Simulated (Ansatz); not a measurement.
## HgTe: equation of state with LDA

The system is HgTe.

```
Hg Te
1.0
    -3.04560    3.04560    1.55941
     3.04560   -3.04560    1.55941
     3.04560    3.04560   -1.55941
Hg Te
1 1
Direct
  0.75000 0.25000 0.50000
  0.00000 0.00000 0.00000
```

Measurements of this composition are mostly on another form, of space group No. 216.

| Quantity | Value |
| --- | --- |
| Program | Ansatz 0.2.0 |
| Task | equation of state |
| Functional | LDA |
| Potentials or basis | all-electron LAPW, scalar-relativistic |
| Basis error allowed | 0.001 eV/atom |
| k mesh | 10 × 10 × 10 |
| Occupations | fermi-dirac, width 0.05 eV |
| Spin | no spin polarisation |

```json
{
 "Equilibrium volume": "26.00 Å³/atom (rough: see the caveat)",
 "Bulk modulus at fixed shape and positions": "60 GPa (rough)"
}
```

Energy against volume, from the lowest point:
| volume (Å³/atom) | energy (meV/atom) |
| --- | --- |
| 27.193 | 0.00 |
| 27.772 | 10.43 |
| 28.351 | 24.01 |
| 28.929 | 40.33 |
| 29.508 | 59.01 |
| 30.086 | 79.74 |
| 30.665 | 102.21 |

All runs of the series together: 7.2 min on 1 thread of Arm Neoverse V2 (shared host).

Caveat: the minimum lies outside the volumes run; the cell was scaled at fixed shape and fractional positions, which overstates the stiffness of a crystal with free parameters, most of all of layers and chains. The run has no spin-orbit coupling, so splittings on Hg, Te are missing.
